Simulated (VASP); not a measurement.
# Au: equation of state with PBEsol

Crystal: Au.

```
Au
1.0
     1.41131   -2.55593    0.00000
     1.41131    2.55593    0.00000
     0.00000    0.00000    4.89317
Au
2
Direct
  0.33467 0.66533 0.25000
  0.66533 0.33467 0.75000
```

This isn't the form of Au at room conditions, which is fcc.

- Program: VASP 6.6.1
- Task: equation of state
- Functional: PBEsol
- Potentials or basis: VASP PAW PBE potentials, release 64 (Au)
- Cutoff: 520 eV
- k mesh: 11 × 11 × 6
- Occupations: fermi-dirac, width 0.05 eV
- Spin: no spin polarisation

```yaml
Equilibrium_volume: 17.05 Å³/atom
Bulk_modulus_at_fixed_shape_and_positions: 172 GPa
Pressure_derivative_of_the_bulk_modulus: 5.8
```

Energy against volume, from the lowest point:
| volume (Å³/atom) | energy (meV/atom) |
| --- | --- |
| 16.592 | 6.75 |
| 16.945 | 0.00 |
| 17.298 | 1.46 |
| 17.651 | 10.05 |
| 18.004 | 24.82 |
| 18.357 | 44.94 |
| 18.710 | 69.68 |

All runs of the series together: 2.5 min on 1 thread of Intel(R) Xeon(R) 6975P-C (Granite Rapids) (shared host).

Caveat: the cell was scaled at fixed shape and fractional positions, which overstates the stiffness of a crystal with free parameters, most of all of layers and chains; the PAW data sets were made with another functional, which shifts forces and pressure a little. Spin-orbit coupling is left out, which matters for the levels of Au.
